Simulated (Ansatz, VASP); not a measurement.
**One calculation of Ir, two programs**

INCAR

```
PREC = Accurate
ENCUT = 600
EDIFF = 1E-6
ISMEAR = -1
SIGMA = 0.05
LREAL = F
LASPH = T
NELM = 100
ALGO = Normal
ISIF = 3
LWAVE = F
LCHARG = F
GGA = RE
IBRION = 2
NSW = 80
EDIFFG = -0.02
```

File KPOINTS:

```
Automatic mesh
0
Gamma
  12 12 12
```

POSCAR

```
Ir
1.0
    0.0000000000      1.9156000000      1.9156000000
    1.9156000000      0.0000000000      1.9156000000
    1.9156000000      1.9156000000      0.0000000000
Ir
1
Direct
    0.0000000000      0.0000000000      0.0000000000
```

Contents of input.yaml:

```yaml
crystal:
  lattice:
    - [0.0, 1.9156, 1.9156]
    - [1.9156, 0.0, 1.9156]
    - [1.9156, 1.9156, 0.0]
  atoms:
    - { symbol: Ir, position: [0.0, 0.0, 0.0] }
kpoints:
  mp_grid: { grid: [12, 12, 12] }
scf:
  occupations: { method: fermi_dirac, width: 0.05 }
hamiltonian:
  xc: revpbe
  pseudopotentials: { kind: all_electron, lapw: { basis_error: 0.001 } }
output:
  forces: true
  stress: true
relax:
  f_tol: 0.02
  max_steps: 60
  cell: {}
```

Alike in both runs: task relaxation of cell and atoms; functional revPBE; k mesh 12 × 12 × 12; occupations fermi-dirac, width 0.05 eV; no spin polarisation.

|  | VASP | Ansatz |
| --- | --- | --- |
| version | VASP 6.6.1 | Ansatz 0.2.0 |
| potentials or method | VASP PAW PBE potentials, release 64 (Ir) | all-electron LAPW, scalar-relativistic |
| plane-wave cutoff (eV) | 600 | see its input |

```csv
,VASP,Ansatz,Ansatz less VASP
relaxed volume (Å³/atom),14.63,14.60,-0.027
relaxed cell length with the largest relative difference (Å),2.745,2.744,-0.0017
energy change over the relaxation (meV/atom),-25,-23,+2.1
```

Ansatz ran all-electron here, so the differences hold the error of VASP's frozen core and of both bases.

Caveats: the PAW data sets were made with another functional, which shifts forces and pressure a little (VASP). revPBE gives volumes clearly too large for solids. Zero-point motion and thermal expansion aren't in these numbers.
